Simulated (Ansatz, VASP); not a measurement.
One calculation of Cu, two programs

Contents of INCAR:

```
ALGO = Normal
EDIFF = 1E-6
ENCUT = 520
GGA_COMPAT = F
ISIF = 2
ISMEAR = -1
LASPH = T
LCHARG = T
LMAXMIX = 4
LORBIT = 11
LORBMOM = T
LREAL = F
LSORBIT = T
LVHAR = T
LWAVE = F
MAGMOM = 0 0 0
NBANDS = 22
NELM = 150
PREC = Accurate
SIGMA = 0.1
```

The input KPOINTS:

```
k-points
0
Gamma
  16 16 16
```

POSCAR

```
Cu
1.0
   -1.3978609273      1.3978609273      1.3978609273
    1.3978609273     -1.3978609273      1.3978609273
    1.3978609273      1.3978609273     -1.3978609273
Cu
1
Direct
    0.0000000000      0.0000000000      0.0000000000
```

Input for Ansatz:

```yaml
crystal:
  lattice:
    - [-1.3978609273, 1.3978609273, 1.3978609273]
    - [1.3978609273, -1.3978609273, 1.3978609273]
    - [1.3978609273, 1.3978609273, -1.3978609273]
  atoms:
    - { symbol: Cu, position: [0.0, 0.0, 0.0] }
hamiltonian:
  xc: lda
  pseudopotentials:
    kind: paw_fr
    azcp:
      Cu: "pseudopotentials/Cu.paw.azcp"
basis:
  ecutwfc: 420
  fft_grid_basis: typed
kpoints:
  mp_grid: { grid: [16, 16, 16], shift: [0, 0, 0] }
magnetization:
  noncollinear: true
  spin_orbit: true
scf:
  occupations: { method: fermi_dirac, width: 0.1 }
output:
  write_density: true
  write_potential: true
  elf: true
  volumetric_format: npy
```

Alike in both runs: task single point; functional LDA; k mesh 16 × 16 × 16; occupations fermi-dirac, width 0.1 eV; non-collinear spin, spin-orbit coupling.

```csv
,VASP,Ansatz
version,VASP 6.6.1,Ansatz 0.2.0
potentials or method,"VASP PAW LDA potentials, release 64 (Cu)","plane waves (420 eV) with PAW, fully relativistic with spin-orbit coupling"
plane-wave cutoff (eV),520,420
valence electrons in the cell,11,19
```

|  | VASP | Ansatz | Ansatz less VASP |
| --- | --- | --- | --- |
| net moment per atom (μB) | 0.00 | 0.00 | 0.000 |

The two sets of potentials don't hold the same shells in valence. Ansatz warned: «pseudo_functional_mismatch».
